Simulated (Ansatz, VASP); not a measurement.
**Sr in VASP and in Ansatz**

File INCAR:

```
PREC = Accurate ; ENCUT = 520
EDIFF = 1E-7 ; ISMEAR = 0
SIGMA = 0.15 ; LREAL = False
LASPH = True ; NELM = 100
ALGO = Normal ; ISIF = 2
LWAVE = False ; LCHARG = False
GGA = PE ; NBANDS = 11
```

KPOINTS

```
regular mesh
0
Gamma
  16 16 16
```

File POSCAR:

```
Sr
1.0
    1.6098098635      4.0245246587      4.0245246587
    4.0245246587      1.6098098635      4.0245246587
    4.0245246587      4.0245246587      1.6098098635
Sr
1
Direct
    0.0000000000      0.0000000000      0.0000000000
```

Input for Ansatz:

```yaml
crystal:
  lattice:
    - [1.6098098635, 4.0245246587, 4.0245246587]
    - [4.0245246587, 1.6098098635, 4.0245246587]
    - [4.0245246587, 4.0245246587, 1.6098098635]
  atoms:
    - { symbol: Sr, position: [0.0, 0.0, 0.0] }
basis:
  ecutwfc: 420
kpoints:
  mp_grid: { grid: [16, 16, 16] }
hamiltonian:
  xc: pbe
scf:
  occupations: { method: gaussian, width: 0.15 }
output:
  forces: true
  stress: true
  eigenvalues: true
```

Alike in both runs: task single point; functional PBE; k mesh 16 × 16 × 16; occupations gaussian, width 0.15 eV; no spin polarisation.

|  | VASP | Ansatz |
| --- | --- | --- |
| version | VASP 6.6.1 | Ansatz 0.2.0 |
| potentials or method | VASP PAW PBE potentials, release 64 (Sr_sv) | scalar-relativistic, plane waves, PAW |
| plane-wave cutoff (eV) | 520 | 420 |
| valence electrons in the cell | 10 | 10 |

|  | VASP | Ansatz | Ansatz less VASP |
| --- | --- | --- | --- |
| gap on the k mesh at the Fermi level (eV) | none | none | - |
| pressure (GPa) | 6.0 | 6.0 | -0.02 |
| largest component of the traceless stress (GPa) | 4.66 | 4.64 | -0.018 |

A gap of «none» marks a metal or a gap that the smearing closes. The functional is the same, so the differences come from potentials, cutoffs and numerics.
